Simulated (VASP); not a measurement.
## Li15S8 (a cell with a defect): single point with PBE

The system is Li15S8 (a cell with a defect).

```
CELL_PARAMETERS angstrom
0.00000 5.70563 -5.70563
5.70563 5.70563 0.00000
5.70563 0.00000 -5.70563
ATOMIC_POSITIONS crystal
Li 0.21157 0.53843 0.21157
Li 0.37375 0.87625 0.37375
Li 0.87116 0.38293 0.37562
Li 0.87116 0.87029 0.37562
Li 0.37562 0.38293 0.87116
Li 0.37562 0.87029 0.87116
Li 0.88112 0.36888 0.88112
Li 0.88424 0.86576 0.88424
Li 0.12622 0.12378 0.12622
Li 0.62183 0.13256 0.13008
Li 0.62183 0.61553 0.13008
Li 0.13008 0.13256 0.62183
Li 0.13008 0.61553 0.62183
Li 0.61124 0.13876 0.61124
Li 0.61916 0.63084 0.61916
S 0.97960 0.49987 0.52066
S 0.99722 0.00060 0.50158
S 0.49917 0.50740 0.49917
S 0.49917 0.99427 0.49917
S 0.00312 0.49415 0.00312
S 0.00312 0.99961 0.00312
S 0.52066 0.49987 0.97960
S 0.50158 0.00060 0.99722
```

```json
{
  "Program": "VASP 6.6.1",
  "Task": "single point",
  "Functional": "PBE",
  "Potentials or basis": "VASP PAW PBE potentials, release 64 (Li_sv, S)",
  "Cutoff": "520 eV",
  "k mesh": "2 × 2 × 2",
  "Occupations": "gaussian, width 0.02 eV",
  "Spin": "no spin polarisation"
}
```

```
Largest force          : 0.354 eV/Å
Band gap on the k mesh : 3.21 eV, direct
```

Forces on the atoms (eV/Å):
```
Li   0.000  0.000  0.354
Li   0.000  0.000 -0.043
Li   0.006 -0.011 -0.001
Li   0.011 -0.006 -0.001
Li  -0.011  0.006 -0.001
Li  -0.006  0.011 -0.001
Li   0.000  0.000  0.025
Li   0.000  0.000 -0.008
Li   0.000  0.000  0.009
Li   0.024 -0.002 -0.020
Li   0.002 -0.024 -0.020
Li  -0.002  0.024 -0.020
Li  -0.024  0.002 -0.020
Li   0.000  0.000  0.018
Li   0.000  0.000 -0.045
S    0.019 -0.019 -0.043
S    0.000  0.000 -0.015
S   -0.018 -0.018 -0.005
S    0.018  0.018 -0.005
S    0.037  0.037 -0.050
S   -0.037 -0.037 -0.050
S   -0.019  0.019 -0.043
S    0.000  0.000 -0.015
```

Levels at points of the mesh, in eV from the valence-band top:
```csv
k point,band 43,band 44,band 45,band 46,band 47,band 48,band 49,band 50,band 51,band 52
"(0.00, 0.00, 0.00)",-0.48,-0.35,-0.13,-0.01,0.00,3.21,3.41,3.41,4.10,5.48
"(0.50, 0.00, 0.00)",-0.85,-0.38,-0.31,-0.18,-0.17,4.55,4.77,4.84,4.90,5.00
"(0.00, 0.50, 0.00)",-0.81,-0.44,-0.34,-0.33,-0.20,4.48,4.72,4.76,4.92,5.08
"(0.50, 0.50, 0.00)",-0.71,-0.64,-0.51,-0.46,-0.35,4.65,4.68,5.28,5.41,5.78
"(0.50, 0.00, 0.50)",-0.73,-0.66,-0.65,-0.55,-0.35,4.69,4.79,5.12,5.44,5.92
```

Run time: 12 min on 1 thread of AMD EPYC 7R43 64-Core Processor (Zen 3) (shared host), peak memory 0.45 GiB.

Caveat: the k mesh is coarse (spacing up to 0.48 Å⁻¹), so the values aren't converged; the cell carries a net charge on a neutralising background, which shifts energy and pressure; the cell is charged against a uniform background, so pressure and absolute levels hang on convention. As with any semilocal functional, this PBE gap is likely too small.
